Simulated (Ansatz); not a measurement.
# Relaxing TiTe₂

Method: Ansatz 0.2.0, DFT PBE, scalar-relativistic, plane waves, PAW. Cutoff 420 eV, Γ-centred k mesh, Gaussian smearing, no spin polarisation in the final step.

The start puts TiTe₂ on the Cu2Sb structure type (P4/nmm, No. 129), with Ti in place of Sb, Te in place of Cu, at a guessed volume.

```
Ti Te
1.0
     4.75310    0.00000    0.00000
     0.00000    4.75310    0.00000
     0.00000    0.00000    7.25229
Ti Te
2 4
Direct
  0.00000 0.50000 0.70000
  0.50000 0.00000 0.30000
  0.00000 0.00000 0.00000
  0.50000 0.50000 0.00000
  0.00000 0.50000 0.27000
  0.50000 0.00000 0.73000
```

Steps on the 4×4×4 mesh (6 atoms). 7 of 7 steps are shown, and the free energy counts from the last. Trial steps that were taken back and renewals of the plane-wave basis can be among the rows.

```csv
step,ΔF (meV/atom),V (Å³/atom),P (GPa),largest force component (eV/Å)
1,664.1,27.31,-1.92,3.631
2,426.1,26.98,-3.02,2.665
3,223.1,26.11,-1.87,1.765
4,67.3,25.49,-0.27,1.007
5,0.6,25.09,0.38,0.197
6,-0.3,25.26,0.09,0.037
7,0.0,25.26,0.08,0.037
```

A final relaxation ran on a 8×8×6 mesh. The relaxed crystal, P4/nmm (No. 129):

```
Ti Te
1.0
     4.51797    0.00000    0.00000
     0.00000    4.51797    0.00000
     0.00000    0.00000    7.45132
Ti Te
2 4
Direct
  0.00000 0.50000 0.76249
  0.50000 0.00000 0.23751
  0.00000 0.00000 0.00000
  0.50000 0.50000 0.00000
  0.00000 0.50000 0.37983
  0.50000 0.00000 0.62017
```

- Volume per atom: 25.35 Å³
- Density: 6.62 g/cm³
- Energy over the elements: -0.32 eV/atom
- Gap on the 8×8×6 mesh: 0 eV (a metal)

Energies over the elements count from the elements' standard structures at the same level, with no empirical corrections.

The final run used a 8×8×6 mesh on its 6-atom cell and 0.10 eV smearing. For metals, differences of a few meV/atom aren't resolved. Spin–orbit coupling is left out.

A structure relaxed within its symmetry needn't be a true minimum.

Cost: 3 runs of about 4.8 core-minutes in all, on Arm Neoverse V1 (shared hosts).